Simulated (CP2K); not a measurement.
The system is CdSe (Cadmoselite).

```
Cd Se
1.0
     4.30000    0.00000    0.00000
    -2.15000    3.72391    0.00000
     0.00000    0.00000    7.02000
Cd Se
2 2
Direct
  0.66667 0.33333 0.50000
  0.33333 0.66667 0.00000
  0.66667 0.33333 0.88500
  0.33333 0.66667 0.38500
```

Program: CP2K 2026.2. Alike in all runs: task atomic charges; potentials or basis POTENTIAL_UZH Cd GTH-PBE-q12, Se GTH-PBE-q6; TZVP-MOLOPT-PBE-GTH basis; no spin polarisation; cell as given; k mesh 7 × 7 × 4; smearing fermi-dirac 0.05 eV.

Question: Order these runs on this cell by their pressure, lowest first.
A. level OLYP
B. level PBEsol
C. level rev-vdW-DF2; cutoff of the non-local correlation (Ry) 300

Answer: B (1.3 GPa), C (3.0 GPa), A (4.9 GPa).

Caveats: the potentials were made for another functional, which shifts forces and pressure; the basis of atomic orbitals isn't converged, which shifts pressures, moduli and gaps.

Runs at the PBE level aren't shown here.
